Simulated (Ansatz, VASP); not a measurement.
**One calculation of H, two programs**

The input INCAR:

```
SYSTEM = H
PREC = Accurate
ENCUT = 520
EDIFF = 1E-6
ISMEAR = 0
SIGMA = 0.05
LREAL = .False.
LASPH = .True.
NELM = 60
ALGO = Normal
ISIF = 2
LWAVE = .False.
LCHARG = .False.
GGA = PS
NBANDS = 10
```

Contents of KPOINTS:

```
regular mesh
0
Gamma
  9 9 6
  0 0 0
```

The input POSCAR:

```
H
1.0
    3.8927414866      0.0000000000      0.0000000000
   -1.9463707433      3.3712130178      0.0000000000
    0.0000000000      0.0000000000      4.9111703921
H
4
Direct
    0.3333333333      0.6666666667      0.1764958800
    0.6666666667      0.3333333333      0.6764958800
    0.6666666667      0.3333333333      0.8235041200
    0.3333333333      0.6666666667      0.3235041200
```

Input for Ansatz:

```yaml
crystal:
  lattice:
    - [3.8927414866, 0.0, 0.0]
    - [-1.9463707433, 3.3712130178, 0.0]
    - [0.0, 0.0, 4.9111703921]
  atoms:
    - { symbol: H, position: [0.3333333333, 0.6666666667, 0.17649588] }
    - { symbol: H, position: [0.6666666667, 0.3333333333, 0.67649588] }
    - { symbol: H, position: [0.6666666667, 0.3333333333, 0.82350412] }
    - { symbol: H, position: [0.3333333333, 0.6666666667, 0.32350412] }
basis:
  ecutwfc: 420
kpoints:
  mp_grid: { grid: [9, 9, 6] }
hamiltonian:
  xc: pbesol
scf:
  occupations: { method: gaussian, width: 0.05 }
output:
  forces: true
  stress: true
  eigenvalues: true
```

Alike in both runs: task single point; functional PBEsol; k mesh 9 × 9 × 6; occupations gaussian, width 0.05 eV; no spin polarisation.

```csv
,VASP,Ansatz
version,VASP 6.6.1,Ansatz 0.2.0
potentials or method,"VASP PAW PBE potentials, release 64 (H)","scalar-relativistic, plane waves, PAW"
plane-wave cutoff (eV),520,420
valence electrons in the cell,4,4
```

|  | VASP | Ansatz | Ansatz less VASP |
| --- | --- | --- | --- |
| gap on the k mesh at the Fermi level (eV) | 9.71 | 9.72 | +0.001 |
| least direct gap on the mesh (eV) | 9.71 | 9.72 | +0.001 |
| pressure (GPa) | 1.5 | 1.7 | +0.14 |
| largest component of the traceless stress (GPa) | 3.30 | 3.33 | +0.024 |
| rms of the force components (eV/Å) | 0.803 | 0.803 | -0.0001 |

Atom by atom the forces differ by 0.000 eV/Å (rms over components). The functional is the same, so the differences come from potentials, cutoffs and numerics.

Caveats: the PAW data sets were made with another functional, which shifts forces and pressure a little (VASP); an odd mesh through Γ misses points on the zone boundary, where band edges often lie. PBEsol gaps usually lie below the measured ones, often by a third to a half.
